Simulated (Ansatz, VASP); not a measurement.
TiO2: VASP beside Ansatz

Contents of INCAR:

```
SYSTEM = TiO2
PREC = Accurate
ENCUT = 520
EDIFF = 1E-6
ISMEAR = -1
SIGMA = 0.05
LREAL = .False.
LASPH = .True.
NELM = 100
ALGO = Normal
ISIF = 2
LWAVE = .False.
LCHARG = .False.
GGA = PS
NBANDS = 33
```

KPOINTS

```
regular mesh
0
Gamma
  6 6 9
  0 0 0
```

The input POSCAR:

```
TiO2
1.0
    4.5998373239      0.0000000000      0.0000000000
    0.0000000000      4.5998373239      0.0000000000
    0.0000000000      0.0000000000      2.9592135600
Ti O
2 4
Direct
    0.0000000000      0.0000000000      0.5000000000
    0.5000000000      0.5000000000      0.0000000000
    0.3043213200      0.3043213200      0.5000000000
    0.1956786800      0.8043213200      0.0000000000
    0.8043213200      0.1956786800      0.0000000000
    0.6956786800      0.6956786800      0.5000000000
```

input.yaml

```yaml
crystal:
  lattice:
    - [4.5998373239, 0.0, 0.0]
    - [0.0, 4.5998373239, 0.0]
    - [0.0, 0.0, 2.95921356]
  atoms:
    - { symbol: Ti, position: [0.0, 0.0, 0.5] }
    - { symbol: Ti, position: [0.5, 0.5, 0.0] }
    - { symbol: O, position: [0.30432132, 0.30432132, 0.5] }
    - { symbol: O, position: [0.19567868, 0.80432132, 0.0] }
    - { symbol: O, position: [0.80432132, 0.19567868, 0.0] }
    - { symbol: O, position: [0.69567868, 0.69567868, 0.5] }
kpoints:
  mp_grid: { grid: [6, 6, 9] }
  band_path:
    path:
      - [0.0, 0.0, 0.0]
      - [0.0, 0.5, 0.0]
      - [0.5, 0.5, 0.0]
      - [0.0, 0.0, 0.0]
      - [0.0, 0.0, 0.5]
      - [0.0, 0.5, 0.5]
      - [0.5, 0.5, 0.5]
      - [0.0, 0.0, 0.5]
    npoints: 10
scf:
  occupations: { method: fermi_dirac, width: 0.05 }
hamiltonian:
  xc: pbesol
  pseudopotentials: { kind: all_electron, lapw: { basis_error: 0.002 } }
output:
  forces: true
  stress: true
  eigenvalues: true
```

Alike in both runs: functional PBEsol; k mesh 6 × 6 × 9; occupations fermi-dirac, width 0.05 eV; no spin polarisation.

|  | VASP | Ansatz |
| --- | --- | --- |
| version | VASP 6.6.1 | Ansatz 0.2.0 |
| potentials or method | VASP PAW PBE potentials, release 64 (Ti_sv, O) | all-electron LAPW, scalar-relativistic |
| plane-wave cutoff (eV) | 520 | see its input |
| task | single point | band structure |

```csv
,VASP,Ansatz,Ansatz less VASP
gap on the k mesh at the Fermi level (eV),1.80,1.82,+0.021
least direct gap on the mesh (eV),1.80,1.82,+0.021
pressure (GPa),-2.2,-2.8,-0.66
largest component of the traceless stress (GPa),1.15,1.34,+0.199
rms of the force components (eV/Å),0.022,0.033,+0.0114
```

Atom by atom the forces differ by 0.011 eV/Å (rms over components). Ansatz ran all-electron here, so the differences hold the error of VASP's frozen core and of both bases.

Caveats: the PAW data sets were made with another functional, which shifts forces and pressure a little (VASP); an odd mesh through Γ misses points on the zone boundary, where band edges often lie (VASP). Expect the measured gap to be larger: semilocal functionals such as PBEsol lack the derivative discontinuity.
